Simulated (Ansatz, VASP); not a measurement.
# One calculation of Ir, two programs

```
CELL_PARAMETERS angstrom
0.00000 1.92224 1.92224
1.92224 0.00000 1.92224
1.92224 1.92224 0.00000
ATOMIC_POSITIONS crystal
Ir 0.00000 0.00000 0.00000
```

Alike in both runs: functional r2SCAN; k mesh 18 × 18 × 18; occupations gaussian, width 0.1 eV; no spin polarisation.

Ansatz relaxed the structure, and its values are those at the end. VASP's run is a single point on that final structure, the one shown.

|  | VASP | Ansatz |
| --- | --- | --- |
| version | VASP 6.6.1 | Ansatz 0.2.0 |
| potentials or method | VASP PAW PBE potentials, release 64 (Ir) | scalar-relativistic, plane waves, PAW |
| plane-wave cutoff (eV) | 520 | 500 |
| valence electrons in the cell | 9 | 17 |

Ansatz gave:

```
gap on the k mesh at the Fermi level (eV) : none
pressure (GPa)                            : -0.1
```

Problem. Which values does VASP return?

Solution. gap on the k mesh at the Fermi level (eV): none; pressure (GPa): 2.4.

A gap of «none» marks a metal or a gap that the smearing closes. The two sets of potentials don't hold the same shells in valence.

Caveats: the PAW data sets were made with another functional, which shifts forces and pressure a little (VASP). The runs have no spin-orbit coupling, so splittings on Ir are missing.
